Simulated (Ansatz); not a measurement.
Start from `CC(C)(C)C(C#N)C#N` and change one atom or group to get `N#CCC#N`.

Ansatz, PBE0-D4/def2-TZVP geometries, multiplicity 1. 

```
                             property  `CC(C)(C)C(C#N)C#N`
  LUMO energy (B3LYP/def2-TZVPP) / eV                -0.53
  HOMO energy (B3LYP/def2-TZVPP) / eV                -9.34
LUMO energy (ωB97M-V/def2-TZVPP) / eV                 1.58
 HOMO–LUMO gap (PBE0/def2-TZVPP) / eV                 9.28
   LUMO energy (PBE0/def2-TZVPP) / eV                -0.28
    HOMO energy (PBE/def2-TZVPP) / eV                -8.25
```

Q: What does the change do to each property? (An estimate is asked.)

A: The calculation gave: 
| property | `N#CCC#N` | shift |
| --- | --- | --- |
| LUMO energy (B3LYP/def2-TZVPP) / eV | -0.74 | -0.21 |
| HOMO energy (B3LYP/def2-TZVPP) / eV | -9.85 | -0.51 |
| LUMO energy (ωB97M-V/def2-TZVPP) / eV | 1.47 | -0.11 |
| HOMO–LUMO gap (PBE0/def2-TZVPP) / eV | 9.62 | 0.34 |
| LUMO energy (PBE0/def2-TZVPP) / eV | -0.47 | -0.19 |
| HOMO energy (PBE/def2-TZVPP) / eV | -8.73 | -0.48 |

With PBE0 the HOMO falls by 0.53 eV and the LUMO falls by 0.19 eV, so the gap widens by about 0.34 eV. PBE moves the HOMO by -0.48 eV and ωB97M-V by -0.57 eV.

Positive LUMOs are unbound, so they and the gaps depend on the basis.

B3LYP here is the variant with VWN-RPA as its local correlation; programs differ in this.
